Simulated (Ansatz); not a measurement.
**Bi$_{2}$Se$_{3}$: do energies and stresses tell the same story?**

Computed with DFT PBE, scalar-relativistic, plane waves, PAW in Ansatz.

Cutoff 420 eV; k points 6×6×6 on the computed 5-atom cell (Γ-centred); Gaussian smearing, width 0.02 eV; no spin polarisation.

Relaxed cell: R-3m, a = 4.187 Å, b = 4.187 Å, c = 31.302 Å, α = 90.00°, β = 90.00°, γ = 120.00°, 5 atoms in the primitive cell.

Energies at zero smearing and pressures from the stress tensor, at volumes with shape and atoms relaxed:
```json
{"V (Å³/atom)": "27.885", "E − E(first) (meV/atom)": "0.00", "P (GPa)": "2.882"}
{"V (Å³/atom)": "28.835", "E − E(first) (meV/atom)": "-12.82", "P (GPa)": "1.535"}
{"V (Å³/atom)": "29.786", "E − E(first) (meV/atom)": "-19.18", "P (GPa)": "0.686"}
{"V (Å³/atom)": "30.737", "E − E(first) (meV/atom)": "-21.67", "P (GPa)": "0.235"}
{"V (Å³/atom)": "31.687", "E − E(first) (meV/atom)": "-22.23", "P (GPa)": "-0.002"}
{"V (Å³/atom)": "32.638", "E − E(first) (meV/atom)": "-21.96", "P (GPa)": "-0.087"}
{"V (Å³/atom)": "33.588", "E − E(first) (meV/atom)": "-21.45", "P (GPa)": "-0.105"}
{"V (Å³/atom)": "34.856", "E − E(first) (meV/atom)": "-20.75", "P (GPa)": "-0.083"}
```

Task: Check P = −dE/dV between neighbouring volumes, and get the bulk modulus from the pressures alone.

Result: With 1 eV/Å³ = 160.2 GPa:
```json
{"middle V (Å³/atom)": "28.360", "−ΔE/ΔV (GPa)": "2.161", "mean P (GPa)": "2.209"}
{"middle V (Å³/atom)": "29.311", "−ΔE/ΔV (GPa)": "1.071", "mean P (GPa)": "1.111"}
{"middle V (Å³/atom)": "30.261", "−ΔE/ΔV (GPa)": "0.419", "mean P (GPa)": "0.461"}
{"middle V (Å³/atom)": "31.212", "−ΔE/ΔV (GPa)": "0.095", "mean P (GPa)": "0.117"}
{"middle V (Å³/atom)": "32.162", "−ΔE/ΔV (GPa)": "-0.045", "mean P (GPa)": "-0.044"}
{"middle V (Å³/atom)": "33.113", "−ΔE/ΔV (GPa)": "-0.086", "mean P (GPa)": "-0.096"}
{"middle V (Å³/atom)": "34.222", "−ΔE/ΔV (GPa)": "-0.089", "mean P (GPa)": "-0.094"}
```

The two differ by 0.047 GPa at most. The mean of two end pressures misses the average over a step by about ΔV² P″/12, up to 0.053 GPa here; with that taken off 0.018 GPa remains, from the finite cutoff, the mesh or the relaxation's tolerance. Around V = 31.687 Å³/atom, the two neighbours give B = −V ΔP/ΔV = 31.687 × 0.322 / 1.901 = 5.4 GPa, against B0 = 6.9 GPa from the Birch–Murnaghan fit of the energies, which describes these points poorly (B0' = 27.4).

Spin–orbit coupling is left out, which can shift energies with elements as heavy as these. The cell holds layers, and where no dispersion correction was added their binding is poorly described.